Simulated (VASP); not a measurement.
Cu: single point with PBEsol

Crystal: Cu.

```
Cu
1.0
     7.12800    0.00000    0.00000
     0.00000    7.12800    0.00000
     0.00000    0.00000    7.12800
Cu
32
Direct
  0.00000 0.00000 0.00000
  0.00000 0.00000 0.50000
  0.00000 0.50000 0.00000
  0.00000 0.50000 0.50000
  0.50000 0.00000 0.00000
  0.50000 0.00000 0.50000
  0.50000 0.50000 0.00000
  0.50000 0.50000 0.50000
  0.00000 0.25000 0.25000
  0.00000 0.25000 0.75000
  0.00000 0.75000 0.25000
  0.00000 0.75000 0.75000
  0.50000 0.25000 0.25000
  0.50000 0.25000 0.75000
  0.50000 0.75000 0.25000
  0.50000 0.75000 0.75000
  0.25000 0.00000 0.25000
  0.25000 0.00000 0.75000
  0.25000 0.50000 0.25000
  0.25000 0.50000 0.75000
  0.75000 0.00000 0.25000
  0.75000 0.00000 0.75000
  0.75000 0.50000 0.25000
  0.75000 0.50000 0.75000
  0.25000 0.25000 0.00000
  0.25000 0.25000 0.50000
  0.25000 0.75000 0.00000
  0.25000 0.75000 0.50000
  0.75000 0.25000 0.00000
  0.75000 0.25000 0.50000
  0.75000 0.75000 0.00000
  0.75000 0.75000 0.50000
```

The cell was built by a generator and needn't be a form met in nature.

* Program: VASP 6.6.1
* Task: single point
* Functional: PBEsol
* Potentials or basis: VASP PAW PBE potentials, release 64 (Cu)
* Cutoff: 320 eV
* k mesh: 5 × 5 × 5
* Occupations: fermi-dirac, width 0.05 eV
* Spin: no spin polarisation

The band gap on the k mesh is none (metal or under the smearing width).

Levels at points of the mesh, in eV from the Fermi level:
| k point | band 175 | band 176 | band 177 | band 178 | band 179 | band 180 |
| --- | --- | --- | --- | --- | --- | --- |
| (0.00, 0.00, 0.00) | -0.22 | -0.22 | -0.22 | -0.22 | -0.22 | -0.22 |

Wall time 6.2 min on 1 thread of Intel(R) Xeon(R) Platinum 8488C (Sapphire Rapids), on a shared host, peak memory 0.39 GiB.
